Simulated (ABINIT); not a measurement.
# HfB2 (P6/mmm) in ABINIT: notebook

The runs below take HfB2 through band structure, with PBEsol.

All numbers are computed with ABINIT 10.8.3 (patched build); they aren't measurements. Logs are shortened: lines on timing, memory, paths and dates and some standing lists are left out, and cuts for length are marked. The log counts tension as positive stress, the text compression.

## 1. The crystal as given

It takes space group P6/mmm (No. 191, hexagonal). The conventional cell has a = 3.140 Å, b = 3.140 Å, c = 3.480 Å, α = 90.00°, β = 90.00°, γ = 120.00°. Hf (site symmetry 6/mmm) has 12 B at 2.51 Å as nearest neighbours. B (site symmetry -6m2) has 3 B at 1.81 Å as nearest neighbours.

## 2. Band structure, PBEsol

File run.abi:

```
ndtset 2

pp_dirpath "./"
pseudos "Hf.GGA_PBE-JTH.xml, B.GGA_PBE-JTH.xml"

acell 3*1.0
rprim
     5.9337400313     0.0000000000     0.0000000000
    -2.9668700157     5.1387696066     0.0000000000
     0.0000000000     0.0000000000     6.5762469137
ntypat 2
znucl 72 5
natom 3
typat 1 2 2
xred
     0.0000000000     0.0000000000     0.0000000000
     0.6666666667     0.3333333333     0.5000000000
     0.3333333333     0.6666666667     0.5000000000

ecut 517.016339 eV
pawecutdg 38.0
pawxcdev 0

ixc -116133

occopt 3
tsmear 0.05 eV

nstep 100

iomode 3
prtwf 0
prteig 0
prtebands 0
enunit 1
prtden1 1
prtvha1 1
prtvclmb1 1
prtpot1 1

kptopt1 1
ngkpt1 10 10 8
nshiftk1 1
shiftk1 0.0 0.0 0.0
nband1 13
tolvrs1 1.0e-9

iscf2 -2
getden2 1
nband2 19
nbdbuf2 4
tolwfr2 1.0e-11
kptopt2 -7
ndivsm2 8
prteig2 1
kptbounds2
     0.0000000000     0.0000000000     0.0000000000
     0.5000000000     0.0000000000     0.0000000000
     0.3333333333     0.3333333333     0.0000000000
     0.0000000000     0.0000000000     0.0000000000
     0.0000000000     0.0000000000     0.5000000000
     0.5000000000     0.0000000000     0.5000000000
     0.3333333333     0.3333333333     0.5000000000
     0.0000000000     0.0000000000     0.5000000000
```

Potentials or basis: JTH PAW PBE v2.0.

The run is started by

```console
$ abinit run.abi > log 2>&1
```

run.abo:

```text
.Version 10.8.3 of ABINIT
 DATASET    1 : space group P6/m m m (#191); Bravais hP (primitive hexag.)
================================================================================
 Values of the parameters that define the memory need for DATASET  1.
     intxc =       0    ionmov =       0      iscf =      17    lmnmax =      18
     lnmax =       6     mgfft =      27  mpssoang =       3    mqgrid =    3001
     natom =       3  nloc_mem =       2    nspden =       1   nspinor =       1
    nsppol =       1      nsym =      24    n1xccc =       1    ntypat =       2
    occopt =       3   xclevel =       2
       mpw =         803          nfft =       15552          nkpt =          70
 PAW method is used; the additional fine FFT grid is defined by:
   mgfftf=        40    nfftf =     51840
================================================================================
================================================================================

 DATASET    2 : space group P6/m m m (#191); Bravais hP (primitive hexag.)
================================================================================
 Values of the parameters that define the memory need for DATASET  2.
     intxc =       0    ionmov =       0      iscf =      -2    lmnmax =      18
     lnmax =       6     mgfft =      27  mpssoang =       3    mqgrid =    3001
     natom =       3  nloc_mem =       2    nspden =       1   nspinor =       1
    nsppol =       1      nsym =      24    n1xccc =       1    ntypat =       2
    occopt =       3   xclevel =       2
       mpw =         814          nfft =       15552          nkpt =          88
 PAW method is used; the additional fine FFT grid is defined by:
   mgfftf=        40    nfftf =     51840
================================================================================
================================================================================

--------------------------------------------------------------------------------
------------- Echo of variables that govern the present computation ------------
--------------------------------------------------------------------------------
 -outvars: echo values of preprocessed input variables --------
            acell      1.0000000000E+00  1.0000000000E+00  1.0000000000E+00 Bohr
              amu      1.78490000E+02  1.08110000E+01
             ecut      1.90000000E+01 Hartree
           enunit           1
           getden1          0
           getden2          1
             iscf1         17
             iscf2         -2
                       outvar_i_n : Printing only first  50 k-points.
              ixc     -116133
           jdtset        1    2
                       outvar_i_n : Printing only first  50 k-points.
           kptopt1          1
           kptopt2         -7
         kptrlatt       10    0    0      0   10    0      0    0    8
          kptrlen1     5.26099753E+01
          kptrlen2     3.00000000E+01
            natom           3
            nband1         13
            nband2         19
           nbdbuf1          0
           nbdbuf2          4
           ndtset           2
           ndivsm1          0
           ndivsm2          8
            ngfft          24      24      27
          ngfftdg          36      36      40
             nkpt1         70
             nkpt2         88
            nstep         100
             nsym          24
           ntypat           2
                       prtocc : prtvol=0, do not print more k-points.
           occopt           3
        pawecutdg      3.80000000E+01 Hartree
         pawxcdev           0
        prtebands           0
           prteig1          0
           prteig2          1
           prtpot1          1
           prtpot2          0
         prtvclmb1          1
         prtvclmb2          0
           prtvha1          1
           prtvha2          0
            prtwf           0
            rprim      5.9337400313E+00  0.0000000000E+00  0.0000000000E+00
                      -2.9668700157E+00  5.1387696066E+00  0.0000000000E+00
                       0.0000000000E+00  0.0000000000E+00  6.5762469137E+00
           shiftk1     0.00000000E+00  0.00000000E+00  0.00000000E+00
           shiftk2     5.00000000E-01  5.00000000E-01  5.00000000E-01
          spgroup         191
           tolvrs1     1.00000000E-09
           tolvrs2     0.00000000E+00
           tolwfr1     0.00000000E+00
[... 256 lines left out ...]
  8.19E-12  7.24E-12  3.76E-12  6.86E-12  7.75E-12  7.18E-12  7.02E-12  2.57E-12
  1.06E-10  9.03E-11  1.33E-06
 -2.1553E+00 -1.0115E+00 -9.9329E-01 -9.9329E-01 -3.9264E-01 -2.7326E-04
  5.3822E-03  5.3822E-03  1.0300E-02  2.5878E-01  2.5878E-01  2.8299E-01
  2.8299E-01  2.9577E-01  2.9577E-01  2.9804E-01  3.9886E-01  4.2793E-01
  7.1594E-01
 Non-SCF case, kpt    2 (  0.03571  0.00000  0.00000), residuals and eigenvalues=
  7.77E-12  5.07E-12  6.16E-12  4.85E-12  7.06E-12  2.75E-12  9.76E-12  2.16E-12
  5.81E-12  3.08E-12  4.64E-12  5.81E-12  3.43E-12  3.72E-12  3.93E-12  4.04E-12
[... 679 lines left out ...]
  9.23E-12  3.09E-12  4.91E-12  2.04E-12  3.04E-12  9.91E-12  4.98E-12  3.79E-12
  6.08E-10  2.11E-10  8.68E-09
 -2.1550E+00 -1.0217E+00 -9.9290E-01 -9.9261E-01 -3.0310E-01 -1.9497E-01
  5.9598E-02  6.1224E-02  1.3092E-01  1.3132E-01  1.4249E-01  1.4889E-01
  1.9359E-01  3.0606E-01  3.8490E-01  5.2465E-01  5.7672E-01  5.7686E-01
  6.3584E-01
 Non-SCF case, kpt   88 (  0.00000  0.00000  0.50000), residuals and eigenvalues=
  5.69E-12  6.71E-12  4.15E-12  4.05E-12  9.48E-12  5.50E-12  5.66E-12  6.87E-12
  3.38E-12  5.24E-12  4.04E-12  1.95E-12  4.03E-12  2.23E-12  3.71E-12  5.48E-12
  1.89E-11  1.33E-10  1.34E-09
 -2.1550E+00 -1.0218E+00 -9.9253E-01 -9.9253E-01 -3.0335E-01 -1.9651E-01
  6.9048E-02  6.9048E-02  1.2256E-01  1.2256E-01  1.4740E-01  1.4740E-01
  1.9278E-01  2.9993E-01  3.8290E-01  5.2405E-01  5.7699E-01  5.7699E-01
  6.3857E-01

--- !ResultsGS
iteration_state: {dtset: 2, }
comment   : Summary of ground state results
lattice_vectors:
- [  5.9337400,   0.0000000,   0.0000000, ]
- [ -2.9668700,   5.1387696,   0.0000000, ]
- [  0.0000000,   0.0000000,   6.5762469, ]
lattice_lengths: [   5.93374,    5.93374,    6.57625, ]
lattice_angles: [ 90.000,  90.000, 120.000, ] # degrees, (23, 13, 12)
lattice_volume:   2.0052373E+02
convergence: {deltae:  0.000E+00, res2:  0.000E+00, residm:  9.974E-12, diffor:  0.000E+00, }
etotal    :  -5.59155563E+01
entropy   :   0.00000000E+00
fermie    :   1.07162593E-01
cartesian_stress_tensor: null
pressure_GPa: null
xred      :
- [  0.0000E+00,   0.0000E+00,   0.0000E+00, Hf]
- [  6.6667E-01,   3.3333E-01,   5.0000E-01,  B]
- [  3.3333E-01,   6.6667E-01,   5.0000E-01,  B]
cartesian_forces: null
force_length_stats: {min: null, max: null, mean: null, }
...

 Integrated electronic density in atomic spheres:
 ------------------------------------------------
 Atom  Sphere_radius  Integrated_density
    1        2.41119          9.71172469
    2        1.70617          1.84713225
    3        1.70617          1.84713225

================================================================================

 ----iterations are completed or convergence reached----

 Mean square residual over all n,k,spin=   53.192E-13; max=  99.739E-13
 reduced coordinates (array xred) for    3 atoms
       0.000000000000      0.000000000000      0.000000000000
       0.666666666667      0.333333333333      0.500000000000
       0.333333333333      0.666666666667      0.500000000000

 cartesian coordinates (angstrom) at end:
    1      0.00000000000000     0.00000000000000     0.00000000000000
    2      1.56999999891948     0.90643992201629     1.73999999882018
    3     -0.00000000001764     1.81287984403258     1.73999999882018
 length scales=  1.000000000000  1.000000000000  1.000000000000 bohr
              =  0.529177210544  0.529177210544  0.529177210544 angstroms
 Eigenvalues (   eV  ) for nkpt=  88  k points:
 kpt#   1, nband= 19, wtk=  1.00000, kpt=  0.0000  0.0000  0.0000 (reduced coord)
 -58.64812  -27.52485  -27.02881  -27.02881  -10.68422   -0.00744    0.14646    0.14646
   0.28028    7.04184    7.04184    7.70063    7.70063    8.04841    8.04841    8.11009
  10.85349   11.64469   19.48168
 kpt#   2, nband= 19, wtk=  1.00000, kpt=  0.0357  0.0000  0.0000 (reduced coord)
 -58.64751  -27.52318  -27.03915  -27.03110  -10.65642    0.02001    0.06536    0.14562
   0.25468    7.02190    7.08151    7.31779    7.42341    8.19068    8.38656    8.40577
  10.76758   11.73431   19.55340
 kpt#   3, nband= 19, wtk=  1.00000, kpt=  0.0714  0.0000  0.0000 (reduced coord)
 -58.64569  -27.51826  -27.06954  -27.03783  -10.57361   -0.17087    0.10580    0.14192
   0.18123    6.77474    6.96381    7.10771    7.18819    8.45287    8.77396    8.96201
  10.54294   11.99042   20.08060
 kpt#   4, nband= 19, wtk=  1.00000, kpt=  0.1071  0.0000  0.0000 (reduced coord)
 -58.64277  -27.51033  -27.11812  -27.04865  -10.43753   -0.52473    0.06884    0.13228
   0.23538    6.23779    6.87234    6.87809    7.32163    8.74334    9.20365    9.59351
  10.26679   12.37234   20.04304
 kpt#   5, nband= 19, wtk=  1.00000, kpt=  0.1429  0.0000  0.0000 (reduced coord)
[... 321 lines left out ...]
   3.07764    4.36727    4.57332    4.61273    5.44908    9.37223   10.88740   14.23440
  15.65546   15.87598   16.73198
 kpt#  86, nband= 19, wtk=  1.00000, kpt=  0.0417  0.0417  0.5000 (reduced coord)
 -58.63853  -27.79552  -27.04793  -27.01702   -8.22793   -5.18104    1.08788    1.22579
   3.53229    4.04764    4.05172    4.17139    5.33527    8.76927   10.63340   14.29446
  15.67499   15.72428   17.08377
 kpt#  87, nband= 19, wtk=  1.00000, kpt=  0.0208  0.0208  0.5000 (reduced coord)
 -58.64037  -27.80209  -27.01823  -27.01031   -8.24789   -5.30542    1.62173    1.66600
   3.56262    3.57346    3.87737    4.05145    5.26795    8.32832   10.47355   14.27659
  15.69347   15.69718   17.30212
 kpt#  88, nband= 19, wtk=  1.00000, kpt=  0.0000  0.0000  0.5000 (reduced coord)
 -58.64099  -27.80432  -27.00808  -27.00808   -8.25451   -5.34735    1.87890    1.87890
   3.33494    3.33494    4.01106    4.01106    5.24592    8.16145   10.41912   14.26001
  15.70065   15.70065   17.37632

== END DATASET(S) ==============================================================
================================================================================

 -outvars: echo values of variables after computation  --------
            acell      1.0000000000E+00  1.0000000000E+00  1.0000000000E+00 Bohr
           etotal1    -5.5915556305E+01
            fcart1    -5.6723188262E-30 -3.2749148013E-30 -0.0000000000E+00
                       2.8361594131E-30  1.6374574006E-30 -0.0000000000E+00
                       2.8361594131E-30  1.6374574006E-30 -0.0000000000E+00
            rprim      5.9337400313E+00  0.0000000000E+00  0.0000000000E+00
                      -2.9668700157E+00  5.1387696066E+00  0.0000000000E+00
                       0.0000000000E+00  0.0000000000E+00  6.5762469137E+00
           strten1     1.3626413768E-04  1.3626413694E-04  1.5379375536E-04
                       0.0000000000E+00  0.0000000000E+00  4.4219481074E-13
           xangst      0.0000000000E+00  0.0000000000E+00  0.0000000000E+00
                       1.5699999989E+00  9.0643992202E-01  1.7399999988E+00
                      -1.7639296020E-11  1.8128798440E+00  1.7399999988E+00
             xred      0.0000000000E+00  0.0000000000E+00  0.0000000000E+00
                       6.6666666667E-01  3.3333333333E-01  5.0000000000E-01
                       3.3333333333E-01  6.6666666667E-01  5.0000000000E-01
 Calculation completed.
```

Run time: 28 s. Hardware: 1 thread of Intel Xeon 6975P-C (Granite Rapids), shared host; peak memory 0.13 GiB.

Results:

* Free energy: -1521.5398 eV
* Pressure: -4.2 GPa
* Band gap on the k mesh: none (metal or under the smearing width)
* Valence electrons inside the program's atomic spheres: Hf 9.71; B 1.85

Stress tensor (GPa, compression positive):
```
-4.01  0.00  0.00
 0.00 -4.01  0.00
 0.00  0.00 -4.52
```

Levels at the corners of the path, in eV from the Fermi level:
```csv
point,band 7,band 8,band 9,band 10,band 11,band 12
Γ,-2.77,-2.77,-2.64,4.13,4.13,4.78
M,-4.01,-3.29,-2.78,2.26,2.83,5.71
K,-7.65,-2.48,-2.48,1.84,1.84,3.55
Γ,-2.77,-2.77,-2.64,4.13,4.13,4.78
A,-1.04,-1.04,0.42,0.42,1.10,1.10
L,-4.84,-4.61,-2.54,4.16,4.25,6.38
H,-5.36,-3.04,-3.04,4.53,5.51,7.07
A,-1.04,-1.04,0.42,0.42,1.10,1.10
```

Caveat: the PAW data sets were made with another functional, which shifts forces and pressure a little; spin-orbit coupling is left out, which moves the levels of the heavy elements.

## 3. Band structure, PBEsol, spin-orbit coupling, no magnetisation

Changes to run.abi since step 2:

```diff
@@ -28,2 +28,6 @@
 
+nspinor 2
+nspden 1
+pawspnorb 1
+
 nstep 100
@@ -40,3 +44,3 @@
 
-kptopt1 1
+kptopt1 4
 ngkpt1 10 10 8
@@ -44,3 +48,3 @@
 shiftk1 0.0 0.0 0.0
-nband1 13
+nband1 26
 tolvrs1 1.0e-9
@@ -49,4 +53,4 @@
 getden2 1
-nband2 19
-nbdbuf2 4
+nband2 38
+nbdbuf2 8
 tolwfr2 1.0e-11
```

Potentials or basis: JTH PAW PBE v2.0.

The run is started by

```console
$ abinit run.abi > log 2>&1
```

Run time: 2 min. Hardware: 1 thread of Intel Xeon 6975P-C (Granite Rapids), shared host; peak memory 0.19 GiB.

Results (log left out):

```yaml
Free_energy: -1522.2947 eV
Pressure: -4.2 GPa
Band_gap_on_the_k_mesh: none (metal or under the smearing width)
Valence_electrons_inside_the_program's_atomic_spheres: Hf 9.71; B 1.85
```

Stress tensor (GPa, compression positive):
```
-4.00  0.00  0.00
 0.00 -4.00  0.00
 0.00  0.00 -4.55
```

Levels at the corners of the path, in eV from the Fermi level:
```
point  band 15  band 16  band 17  band 18  band 19  band 20  band 21  band 22
    Γ    -2.72    -2.72    -2.62    -2.62     3.98     3.98     4.15     4.15
    M    -3.28    -3.28    -2.78    -2.78     2.26     2.26     2.81     2.81
    K    -2.52    -2.52    -2.45    -2.45     1.74     1.74     1.93     1.93
    Γ    -2.72    -2.72    -2.62    -2.62     3.98     3.98     4.15     4.15
    A    -1.04    -1.04     0.33     0.33     0.43     0.43     0.95     0.95
    L    -4.61    -4.61    -2.50    -2.50     4.16     4.16     4.21     4.21
    H    -3.17    -3.17    -2.82    -2.82     4.50     4.50     5.46     5.46
    A    -1.04    -1.04     0.33     0.33     0.43     0.43     0.95     0.95
```

Caveat: the PAW data sets were made with another functional, which shifts forces and pressure a little.
